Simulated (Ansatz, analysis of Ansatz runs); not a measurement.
**Negative SnV centre in diamond: zero-phonon line against experiment**

How near does this set-up come to the measured zero-phonon line? Subject: negative SnV centre in diamond. Set-up: PBEsol, 216-site cell, PBEsol lattice, 420 eV, k: the zone centre alone. The model is a cell of 216 host atoms with 1 site emptied and Sn put on another atom's site. The excitation energy is a difference of total energies with one electron moved up within one spin channel. A larger cell tests how far the defect's images disturb the number.

What was measured. Zero-phonon line, printed as 620 nm: 2 eV at 300 K, by confocal PL, 532 nm excitation (“Photoluminescence of lead-related optical centers in single-crystal diamond”, 2018, arxiv:1806.01608).

Calculated with Ansatz 0.2.0; plane-wave PAW DFT, PBEsol; relaxation of all atoms of a defect supercell.

## Step 1: The structure

The cell holds 215 atoms: 214 C and 1 Sn. Cell: a = 10.661 Å, b = 10.661 Å, c = 10.661 Å, α = 90.0°, β = 90.0°, γ = 90.0°. It derives from C (space group Fd-3m). Nearest the centre at fractional (0.458, 0.458, 0.542): Sn108 at 0.00 Å, C111 at 1.94 Å, C110 at 1.94 Å, C109 at 1.94 Å, C114 at 1.94 Å, C113 at 1.94 Å, C105 at 1.94 Å, C39 at 2.63 Å. The cell carries charge −1.

The host's primitive cell comes from a first run (plane-wave PAW DFT, PBEsol; relaxation of the host's cell and atoms): vectors of 2.513, 2.513 and 2.513 Å. That is 5.61 Å³ an atom, 1.1 % under the diffraction cell's volume. The supercell is built on it.

## Step 2: Relaxation, charge −1

Every later number rests on the structure around the defect, so the atoms are relaxed at the host's lattice first.

relax/input.yaml reads:

```yaml
relax:
  f_tol: 0.02
  max_steps: 80
  escape_saddle: false
crystal:
  lattice:
    - [10.66142552, 0.0, 0.0]
    - [0.0, 10.66142552, 0.0]
    - [0.0, 0.0, 10.66142552]
  atoms:
    - { symbol: C, position: [0.0, 0.0, 0.166666667] }
    - { symbol: C, position: [0.0, 0.166666667, 0.0] }
[... 13 atom lines left out ...]
    - { symbol: C, position: [0.25, 0.25, 0.583333333] }
[... 15 atom lines left out ...]
    - { symbol: C, position: [0.25, 0.583333333, 0.25] }
[... 3 atom lines left out ...]
    - { symbol: C, position: [0.166666667, 0.5, 0.5] }
[... 2 atom lines left out ...]
    - { symbol: C, position: [0.25, 0.416666667, 0.416666667] }
    - { symbol: C, position: [0.25, 0.583333333, 0.583333333] }
[... 2 atom lines left out ...]
    - { symbol: C, position: [0.166666667, 0.333333333, 0.666666667] }
[... 3 atom lines left out ...]
    - { symbol: C, position: [0.25, 0.416666667, 0.75] }
[... 15 atom lines left out ...]
    - { symbol: C, position: [0.25, 0.75, 0.416666667] }
[... 16 atom lines left out ...]
    - { symbol: C, position: [0.583333333, 0.25, 0.25] }
[... 3 atom lines left out ...]
    - { symbol: C, position: [0.5, 0.166666667, 0.5] }
[... 1 atom line left out ...]
    - { symbol: C, position: [0.416666667, 0.25, 0.416666667] }
[... 1 atom line left out ...]
    - { symbol: C, position: [0.583333333, 0.25, 0.583333333] }
[... 1 atom line left out ...]
    - { symbol: C, position: [0.333333333, 0.166666667, 0.666666667] }
[... 3 atom lines left out ...]
    - { symbol: C, position: [0.416666667, 0.25, 0.75] }
[... 5 atom lines left out ...]
    - { symbol: C, position: [0.5, 0.5, 0.166666667] }
    - { symbol: C, position: [0.416666667, 0.416666667, 0.25] }
[... 2 atom lines left out ...]
    - { symbol: C, position: [0.583333333, 0.583333333, 0.25] }
    - { symbol: C, position: [0.333333333, 0.333333333, 0.5] }
    - { symbol: C, position: [0.333333333, 0.5, 0.333333333] }
    - { symbol: C, position: [0.5, 0.333333333, 0.333333333] }
    - { symbol: Sn, position: [0.458185704, 0.458185704, 0.541814296] }
    - { symbol: C, position: [0.416666667, 0.583333333, 0.416666667] }
    - { symbol: C, position: [0.583333333, 0.416666667, 0.416666667] }
    - { symbol: C, position: [0.583333333, 0.583333333, 0.583333333] }
    - { symbol: C, position: [0.333333333, 0.333333333, 0.833333333] }
    - { symbol: C, position: [0.333333333, 0.5, 0.666666667] }
    - { symbol: C, position: [0.5, 0.333333333, 0.666666667] }
    - { symbol: C, position: [0.5, 0.5, 0.833333333] }
[... 1 atom line left out ...]
    - { symbol: C, position: [0.416666667, 0.583333333, 0.75] }
    - { symbol: C, position: [0.583333333, 0.416666667, 0.75] }
[... 9 atom lines left out ...]
    - { symbol: C, position: [0.333333333, 0.666666667, 0.5] }
[... 1 atom line left out ...]
    - { symbol: C, position: [0.5, 0.666666667, 0.333333333] }
    - { symbol: C, position: [0.5, 0.833333333, 0.5] }
    - { symbol: C, position: [0.416666667, 0.75, 0.583333333] }
[... 1 atom line left out ...]
    - { symbol: C, position: [0.583333333, 0.75, 0.416666667] }
[... 3 atom lines left out ...]
    - { symbol: C, position: [0.5, 0.666666667, 0.666666667] }
[... 3 atom lines left out ...]
    - { symbol: C, position: [0.583333333, 0.75, 0.75] }
[... 33 atom lines left out ...]
    - { symbol: C, position: [0.666666667, 0.333333333, 0.5] }
    - { symbol: C, position: [0.666666667, 0.5, 0.333333333] }
[... 1 atom line left out ...]
    - { symbol: C, position: [0.833333333, 0.5, 0.5] }
    - { symbol: C, position: [0.75, 0.416666667, 0.583333333] }
    - { symbol: C, position: [0.75, 0.583333333, 0.416666667] }
[... 3 atom lines left out ...]
    - { symbol: C, position: [0.666666667, 0.5, 0.666666667] }
[... 3 atom lines left out ...]
    - { symbol: C, position: [0.75, 0.583333333, 0.75] }
[... 10 atom lines left out ...]
    - { symbol: C, position: [0.666666667, 0.666666667, 0.5] }
[... 14 atom lines left out ...]
    - { symbol: C, position: [0.916666667, 0.916666667, 0.916666667] }
total_charge: -1
basis:
  ecutwfc: 420
  xc_grid: 2
hamiltonian:
  xc: pbesol
kpoints:
  mp_grid: { grid: [1, 1, 1] }
magnetization:
  spin_polarized: true
  initial_magnetization: 1
  spin_locking: { lock_magnetization: hard }
scf:
  occupations: { method: fermi_dirac, width: 0.01 }
  max_iter: 120
output:
  forces: true
checkpoint:
  write: "../relax.run"
  compress: false
  write_wavefunctions: true
  write_every: 100000
```

The run is started by

```sh
$ ansatz run input.yaml --threads 32 --pin off --max-ram 84787MiB --backend cuda --events-out ev --progress --plain --runs-dir out --max-vram 78GiB
```

Numbers of over 12 decimals in the logs are rounded to 6 here.

The program printed:

```text
[... repeated set-up lines and file paths are left out, and long positions are rounded to six places ...]
Engine: ansatz 0.2.0, aarch64-unknown-linux-gnu
Pseudopotentials: kind: paw
Pseudopotential: C, paw, valence charge 4, recommended cutoff 420 eV (normal), C.paw.azcp
Pseudopotential: Sn, paw, valence charge 14, recommended cutoff 420 eV (normal), Sn.paw.azcp
Functional definition: PBEsol
  exchange = pbesol_x
  correlation = pbesol_c
[...]
Crystal: 215 atoms, lattice volume = 1211.842 Å³
Basis set: ecut = 420 eV, 23703 PW (Γ), exchange–correlation on 144×144×144 points (8 copies of the dense FFT grid, shifted against one another)
Bands: 651, of which v1, the nominal top of the filled ones, is band 436 counted from 1 (435 counted from 0)
Symmetry: 6 space group operations
Space group: R3m (ITA 160), of the structure as read, at distance tolerance 1.1e-4 Å
Magnetic group: BNS 160.65 (UNI 1295), of the structure as read, at distance tolerance 1.1e-4 Å
k-points: 1
Non-local potential: C, projectors of the file, l = 0: 2, l = 1: 2, l = 2: 1
Non-local potential: Sn, projectors of the file, l = 0: 2, l = 1: 2, l = 2: 2, l = 3: 2
PAW form: soft (Blöchl's): semilocal exchange-correlation on the pseudo side does not see the compensation charge
PAW frozen core: C, regenerated for the run's functional, and the local potential with it (the file was generated under x = pbe(κ = 0.804, μ = 0.219515), c = pbe(β = 0.066725))
PAW frozen core: Sn, regenerated for the run's functional, and the local potential with it (the file was generated under x = pbe(κ = 0.804, μ = 0.219515), c = pbe(β = 0.066725))
PAW one-centre angular grid: C, 110 points (default); XC on 64 Gauss nodes
PAW one-centre angular grid: Sn, 590 points (default); XC on 64 Gauss nodes
Initial density: superposition of atomic densities (chi_scale 0.1, normalization cell, long waves kept (reshape's long-wave potential 0.33 eV rms))
Starting moments: Σ|m| = 1 μB on 215 of 215 sites
Initial wavefunctions: pseudopotential atomic-orbital guess
[...]
Functional: x = pbesol(κ = 0.804, μ = 0.123457), c = pbesol(β = 0.046)
SCF iter   1: F=—  HF=-58767.204839 eV  |Δ(HF+E_count)|=         —  Δρ=7.12e-2 (↑7.12e-2 ↓7.05e-2)  dr2=1.92e2  dr2_m=1.14e-2  M=1.000 μB ∫|m|=1.001 μB  Hψ=5952
preconditioner: auto → Kerker (q_TF=auto, 2.582 Å⁻¹)  [metal: Δε(μ)=0.000 eV  Ē_g=17.334 eV  σ=0.010 eV  W_gap=0.00  n_scr=364 (ndim 8)  ℏωp=31.5 eV  f_vac=0.000  D(μ)=50.00/eV (n_scr^D=436)]
spin=Collinear: Kerker preconditioning applied to the charge; magnetization (m = ρ↑ − ρ↓) channel mixes plain (no charge-response kernel on spin).
SCF iter   2: F=—  HF=-58744.304783 eV  |Δ(HF+E_count)|=    2.29e1  Δρ=5.36e-2 (↑5.36e-2 ↓5.30e-2)  dr2=1.14e2  dr2_m=1.94e-2  M=1.000 μB ∫|m|=1.006 μB  Hψ=1510
[...]
SCF iter  11: F=-58705.630760 eV  HF=-58705.630765 eV  |Δ(HF+E_count)|=   6.20e-6  Δρ=6.18e-6 (↑6.16e-6 ↓6.18e-6)  dr2=5.72e-6  dr2_m=1.13e-9  M=1.000 μB ∫|m|=1.089 μB  Hψ=3072
SCF 1 converged in 11 iterations: F = -58705.630760 eV  dr2 = 5.72e-6
  greatest PAW one-centre occupation: 0.998 electrons in one spin orbital (limit 2), on the Sn atom at site 107 (counted from 0), in its partial waves of l = 2
relax step   1: F+E_penalty+E_count = -58705.63076007 eV  Δ(F+E_penalty+E_count) = +0.000e0 eV  max|allowed force component| = 4.270e0 eV/Å  Δτ_max = 0.0000 Å  (11 SCF iters, dr2 threshold 1.00e-5 eV, accepted)
[... the SCF cycles and remarks between the steps are left out from here to the last step ...]
relax step   2: F+E_penalty+E_count = -58709.34629715 eV  Δ(F+E_penalty+E_count) = -3.716e0 eV  max|allowed force component| = 6.251e-1 eV/Å  Δτ_max = 0.1747 Å  (7 SCF iters, dr2 threshold 1.00e-4 eV, accepted)
relax step   3: F+E_penalty+E_count = -58709.53248389 eV  Δ(F+E_penalty+E_count) = -1.862e-1 eV  max|allowed force component| = 3.038e-1 eV/Å  Δτ_max = 0.0113 Å  (6 SCF iters, dr2 threshold 2.44e-5 eV, accepted)
relax step   4: F+E_penalty+E_count = -58709.56378002 eV  Δ(F+E_penalty+E_count) = -3.130e-2 eV  max|allowed force component| = 2.345e-2 eV/Å  Δτ_max = 0.0090 Å  (6 SCF iters, dr2 threshold 5.77e-6 eV, accepted)
[...]
SCF iter   1: F=—  HF=-58709.563162 eV  |Δ(HF+E_count)|=         —  Δρ=6.93e-5 (↑6.93e-5 ↓6.91e-5)  dr2=1.44e-4  dr2_m=8.12e-8  M=1.000 μB ∫|m|=1.102 μB  Hψ=2952
[...]
SCF iter   2: F=—  HF=-58709.563145 eV  |Δ(HF+E_count)|=   1.75e-5  Δρ=5.02e-5 (↑5.02e-5 ↓5.00e-5)  dr2=7.64e-5  dr2_m=4.30e-8  M=1.000 μB ∫|m|=1.102 μB  Hψ=1498
SCF iter   3: F=—  HF=-58709.564156 eV  |Δ(HF+E_count)|=   1.01e-3  Δρ=3.44e-6 (↑3.44e-6 ↓3.41e-6)  dr2=7.79e-7  dr2_m=1.51e-10  M=1.000 μB ∫|m|=1.102 μB  Hψ=1588
SCF iter   4: F=—  HF=-58709.564156 eV  |Δ(HF+E_count)|=   3.97e-8  Δρ=1.62e-6 (↑1.62e-6 ↓1.61e-6)  dr2=2.52e-7  dr2_m=2.53e-11  M=1.000 μB ∫|m|=1.102 μB  Hψ=3143
SCF iter   5: F=-58709.564156 eV  HF=-58709.564156 eV  |Δ(HF+E_count)|=   3.06e-8  Δρ=3.70e-7 (↑3.70e-7 ↓3.69e-7)  dr2=7.09e-8  dr2_m=7.89e-13  M=1.000 μB ∫|m|=1.102 μB  Hψ=2540
SCF 5 converged in 5 iterations: F = -58709.564156 eV  dr2 = 7.09e-8
relax step   5: F+E_penalty+E_count = -58709.56415592 eV  Δ(F+E_penalty+E_count) = -3.759e-4 eV  max|allowed force component| = 2.300e-3 eV/Å  Δτ_max = 0.0008 Å  (5 SCF iters, accepted)
[...]
NSCF: frozen V_eff on 1 k-points
the band table was solved once a step of the walk had ended and its energy, with any forces and stress, was formed, with the checks that follow a solve (6384 applications of the Hamiltonian). They found nothing against the state; [...]
SCF converged after 5 iterations
Magnetization: 1.0000 μB (436.0000 up, 435.0000 down)
Absolute magnetization: 1.1082 μB (∫|ρ↑−ρ↓|, with the PAW one-centre terms)
Spin contamination: 0.0012 ħ² per cell (⟨S²⟩ above its minimum at these occupations)
Per-site moments (μB) at R_I (Å): [(0.000352565, 0.633890), (0.000161923, 0.632885), (0.000161923, 0.632885), [... 6 left out ...]
Free energy (F): -58709.564156 eV
Harris-Foulkes:  -58709.564156 eV  (|F-HF|=6.70e-8)
Internal energy: -58709.550293 eV  (E = F + TS)
E sigma→0 (E₀):  -58709.557224 eV
Entropy (-TS):   -0.013863 eV (-0.064 meV/atom)
Fermi energy:    15.392047 (↑ 16.405561, ↓ 15.392047) eV
--- Per-component energies (eV) ---
  E_band       = 3878.454475
  E_kinetic    = 20032.609161
  E_local      = -13575.562536  (includes V_loc(G=0)·N_el)
  E_nonlocal   = 5709.048640
  E_hartree    = 3293.363770
  E_xc         = -10773.652873
  E_vxc        = -13043.101095  (∫ρ·V_xc dr)
  E_paw        = -24485.456412  (= ΣΔE_a)
  E_vpaw       = -1831.271098  (= ΣTr[D̂ρ^β])
  E_aug_tail   = 0.001851  (compensation charges beyond the density's cutoff)
  E_ewald      = -38914.702241
  E_core_change = 4.800348  (= ΣΔE_core)
  E_smearing   = -0.013863  (= −TS)
  E_closure    = 0.000000  (closes the sum)
  E_deformation_potential = -21.963855  (in the stress; not in F)
  Σ components = -58709.564156   (vs F -58709.564156, Δ=0.00e0)
--- Forces (eV/Å), atoms counted from 1 ---
  atom   1  C      0.00025309     0.00025309    -0.00038501
  atom   2  C      0.00005746    -0.00030759    -0.00005746
  [... 4 atoms left out ...]
  [... 209 more lines of this table ...]
  max |Σ_I F_I| component: 1.75e-5 eV/Å
--- Band table (eV) ---
  k-point 0 ↑: bands = ["-8.1023", "-7.1138", "-7.1138", "-7.1014", "-7.1014", "-7.0230", "-6.9193", "-6.5981", "-6.5981", "-6.2531", [... rest cut ...]
  k-point 0 ↓: bands = ["-8.0989", "-7.1117", "-7.1117", "-7.0967", "-7.0967", "-7.0201", "-6.9123", "-6.5571", "-6.5571", "-6.2387", [... rest cut ...]
--- Relaxed structure (5 steps of the walk, 5 accepted, 0 SCFs on fresh bases) ---
  F+E_penalty+E_count = -58709.56415592 eV   max|allowed force component| = 2.300e-3 eV/Å
  atoms:
    - { symbol: C, position: [-0.000207, -0.000207, 0.166493] }
    - { symbol: C, position: [0.000424, 0.166671, -0.000424] }
    [... 4 atoms left out ...]
  [... 209 more lines of this table ...]
```

It took 7.2 s on 1 × NVIDIA GB200 with 32 threads of Arm Neoverse V2, shared host; peak memory 2 GiB.

Relaxation path:

| step | energy less that of the first step (eV) | largest force component (eV/Å) |
| --- | --- | --- |
| 1 | 0.0000 | 4.2701 |
| 2 | -3.7155 | 0.6251 |
| 3 | -3.9017 | 0.3038 |
| 4 | -3.9330 | 0.0234 |
| 5 | -3.9334 | 0.0023 |

The run keeps the 6 symmetry operations that it works with, so distortions that break them were not tested.

The atoms that moved most (Å):

| atom | dx | dy | dz | length |
| --- | --- | --- | --- | --- |
| C110 | 0.084 | -0.144 | -0.084 | 0.187 |
| C109 | -0.144 | 0.084 | -0.084 | 0.187 |
| C111 | 0.084 | 0.084 | 0.144 | 0.187 |
| C114 | 0.144 | -0.084 | 0.084 | 0.187 |
| C113 | -0.084 | 0.144 | 0.084 | 0.187 |
| C105 | -0.084 | -0.084 | -0.144 | 0.187 |
| C118 | 0.052 | -0.015 | 0.044 | 0.070 |
| C117 | -0.015 | 0.052 | 0.044 | 0.070 |

The atoms nearest to the centre after the run:

| atom | distance (Å) |
| --- | --- |
| Sn108 | 0.000 |
| C111 | 2.088 |
| C110 | 2.088 |
| C109 | 2.088 |
| C114 | 2.088 |
| C113 | 2.088 |
| C105 | 2.088 |
| C185 | 2.694 |
| C138 | 2.694 |
| C176 | 2.694 |
| C128 | 2.694 |
| C106 | 2.694 |
| C107 | 2.694 |
| C39 | 2.694 |
| C40 | 2.694 |
| C86 | 2.694 |

Numbers from this step:

```
free energy                           : -58709.5642 eV
smearing term TS                      : 0.01386 eV
total moment                          : 1 μB
integral of the absolute spin density : 1.108 μB
spin contamination                    : 0.001244
```

## Step 3: Ground state

Both spins' levels are needed to pick the two between which the electron moves, so the ground state is solved with empty bands.

This step: plane-wave PAW DFT, PBEsol; single point of a defect supercell.

ground/input.yaml reads:

```yaml
crystal:
  lattice:
    - [10.66142552, 0.0, 0.0]
    - [0.0, 10.66142552, 0.0]
    - [0.0, 0.0, 10.66142552]
  atoms:
    - { symbol: C, position: [-0.000207102, -0.000207102, 0.16649309] }
    - { symbol: C, position: [0.000423653, 0.166671488, -0.000423653] }
[... 102 atom lines left out ...]
    - { symbol: C, position: [0.325454928, 0.325454928, 0.48647376] }
    - { symbol: C, position: [0.328474236, 0.501418841, 0.329179116] }
[... 1 atom line left out ...]
    - { symbol: Sn, position: [0.458330408, 0.458330408, 0.541669592] }
    - { symbol: C, position: [0.403139835, 0.591210086, 0.408789914] }
    - { symbol: C, position: [0.591210086, 0.403139835, 0.408789914] }
    - { symbol: C, position: [0.591210086, 0.591210086, 0.596860165] }
[... 1 atom line left out ...]
    - { symbol: C, position: [0.325454928, 0.51352624, 0.674545072] }
    - { symbol: C, position: [0.51352624, 0.325454928, 0.674545072] }
[... 13 atom lines left out ...]
    - { symbol: C, position: [0.328474236, 0.670820884, 0.498581159] }
[... 9 atom lines left out ...]
    - { symbol: C, position: [0.501418841, 0.670820884, 0.671525764] }
[... 37 atom lines left out ...]
    - { symbol: C, position: [0.670820884, 0.328474236, 0.498581159] }
[... 8 atom lines left out ...]
    - { symbol: C, position: [0.670820884, 0.501418841, 0.671525764] }
[... 29 atom lines left out ...]
    - { symbol: C, position: [0.916872327, 0.916872327, 0.916841698] }
total_charge: -1
basis:
  ecutwfc: 420
  xc_grid: 2
hamiltonian:
  xc: pbesol
kpoints:
  mp_grid: { grid: [1, 1, 1] }
magnetization:
  spin_polarized: true
  initial_magnetization: 1
  spin_locking: { lock_magnetization: hard }
scf:
  occupations: { method: fermi_dirac, width: 0.01 }
  max_iter: 120
  n_extra_bands: 20
  lower_state_search: "off"
output:
  forces: true
  eigenvalues: true
  eigenstates: { localisation: true }
checkpoint:
  read: "../relax.run"
  write: "../ground.run"
  compress: false
  write_wavefunctions: true
  write_every: 100000
```

The program printed:

```text
[...]
Warning: the atoms were moved onto the symmetric positions of the space group found under crystal.symmetry.tolerance 1.0e-5 (fractional; [...]
Warning: the band count 456 (scf.n_extra_bands) hosts the net moment |M| = 1.0000 μB (N_el = 871) but caps the reachable moment at 2·n_bands − N_el = 41.0000 μB, below the 651 bands that the automatic rule leaves for it — a moment growing past the seed, or [...]
Warning: checkpoint.read: the run can stay near the saved state's solution: 1 site(s) moved relative to the saved geometry (max |Δs| = 2.925e-6 fractional); [...]
[...]
device memory: the entry about to start is reckoned to put 7.8 GiB on a device that reports 113.8 GiB free (of which the cap on the GPU budget leaves the run 78.0 GiB)
GPU FFT provider: cuFFT
GPU libraries: cuBLAS 13.8.1, cuFFT 12.4.0, cuSOLVER 12.3.2
[...]
SCF 1 converged in 3 iterations: F = -58709.564156 eV  dr2 = 3.41e-8
[...]
SCF converged after 3 iterations
Magnetization: 1.0000 μB (436.0000 up, 435.0000 down)
Absolute magnetization: 1.1082 μB (∫|ρ↑−ρ↓|, with the PAW one-centre terms)
[...]
Per-site moments (μB) at R_I (Å): [(0.000352588, 0.633890), (0.000161933, 0.632885), (0.000161933, 0.632885), [... 6 left out ...]
Free energy (F): -58709.564156 eV
[...]
Internal energy: -58709.550293 eV  (E = F + TS)
E sigma→0 (E₀):  -58709.557225 eV
Entropy (-TS):   -0.013863 eV (-0.064 meV/atom)
Fermi energy:    15.392031 (↑ 16.405554, ↓ 15.392031) eV
[...]
--- Forces (eV/Å), atoms counted from 1 ---
  atom   1  C      0.00025253     0.00025253    -0.00038811
  atom   2  C      0.00004995    -0.00031259    -0.00004995
  [... 4 atoms left out ...]
  [... 209 more lines of this table ...]
  max |Σ_I F_I| component: 1.24e-17 eV/Å
--- Band table (eV) ---
[...]
```

Elapsed: 2.5 s, on 1 × NVIDIA GB200 with 32 threads; peak memory 1.4 GiB; 13 s of CPU time.

Read from the output:

```yaml
free_energy: -58709.5642 eV
smearing_term_ts: 0.01386 eV
total_moment: 1 μB
integral_of_the_absolute_spin_density: 1.108 μB
spin_contamination: 0.001244
```

States next to the filling edge at the first k-point, on the run's own zero (eigenstates.tsv). The participation number counts the atoms that a state is spread over, of 215; bands count from 0.

| spin | band | energy (eV) | occupation | participation | largest share on | share |
| --- | --- | --- | --- | --- | --- | --- |
| down | 430 | 13.309 | 1.00 | 19.8 | C109 | 0.10 |
| down | 431 | 13.384 | 1.00 | 194.0 | C110 | 0.01 |
| down | 432 | 13.384 | 1.00 | 194.0 | C109 | 0.01 |
| down | 433 | 13.537 | 1.00 | 210.5 | C36 | 0.01 |
| down | 434 | 15.392 | 0.50 | 12.1 | C105 | 0.17 |
| down | 435 | 15.392 | 0.50 | 12.1 | C109 | 0.17 |
| down | 436 | 17.666 | 0.00 | 192.3 | C30 | 0.01 |
| down | 437 | 17.666 | 0.00 | 192.3 | C62 | 0.01 |
| down | 438 | 17.668 | 0.00 | 191.2 | C21 | 0.01 |
| down | 439 | 17.674 | 0.00 | 185.6 | C45 | 0.01 |
| down | 440 | 17.674 | 0.00 | 185.6 | C50 | 0.01 |
| up | 430 | 13.159 | 1.00 | 21.6 | C105 | 0.12 |
| up | 431 | 13.365 | 1.00 | 188.8 | C105 | 0.01 |
| up | 432 | 13.365 | 1.00 | 188.8 | C110 | 0.02 |
| up | 433 | 13.533 | 1.00 | 210.3 | C36 | 0.01 |
| up | 434 | 15.155 | 1.00 | 12.7 | C105 | 0.18 |
| up | 435 | 15.155 | 1.00 | 12.7 | C110 | 0.14 |
| up | 436 | 17.663 | 0.00 | 192.7 | C9 | 0.01 |
| up | 437 | 17.663 | 0.00 | 192.7 | C79 | 0.01 |
| up | 438 | 17.664 | 0.00 | 191.6 | C21 | 0.01 |
| up | 439 | 17.671 | 0.00 | 186.0 | C45 | 0.01 |
| up | 440 | 17.671 | 0.00 | 186.0 | C50 | 0.01 |

The largest moments in the atoms' spheres: C114 0.06, C113 0.06, C111 0.06, C110 0.06, C109 0.06, C105 0.06 μB.

[end of part 1 of 2]

[Logs are printed without paths, hosts, clocks, repeated set-up lines and the standing remarks that a program may print on its own settings, such as how far it seeks lower states.]

[Hosts, paths, dates, database ids (printed as entryN), source tags and the programs' standing remarks are cut or masked in the printed files.]

[For some hosts the program warned that the k-mesh of the response run may be too coarse for force constants and the static dielectric constant; such warnings are not shown here.]
